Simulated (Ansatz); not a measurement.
# Zone-centre modes in Ti

Computed with Ansatz 0.2.0, DFT PBEsol, scalar-relativistic, plane waves, PAW. The runs took a 420 eV cutoff, a Γ-centred 18×18×18 mesh and Gaussian smearing (0.15 eV). No spin polarisation.

Zero of the scan (relaxed at this level; this bcc form isn't the usual structure):

```yaml
crystal:
  lattice:
    - [0.00000, -3.21023, 0.00000]
    - [-3.21023, 0.00000, 0.00000]
    - [0.00000, 0.00000, -3.21023]
  atoms:
    - { symbol: Ti, position: [0.50000, 0.50000, 0.50000] }
    - { symbol: Ti, position: [0.00000, 0.00000, 0.00000] }
```

Harmonic modes by finite displacements of 0.02 Å, without the LO–TO term. The cell doubles the primitive one, so its zone centre also holds the primitive cell's point q = (1/2, 1/2, 1/2).

Question: At this geometry, is the structure stable against these modes?

Answer: Yes: no mode is imaginary beyond 10 cm⁻¹, and only the three translations lie near zero.

Question: List the wavenumbers in cm⁻¹.

Answer: 0, 0, 0, 226, 226, 226.

Cost: 1 run of about 0.27 core-minutes, on Oxide Virtual Turin-like Processor (Zen 5) (shared hosts).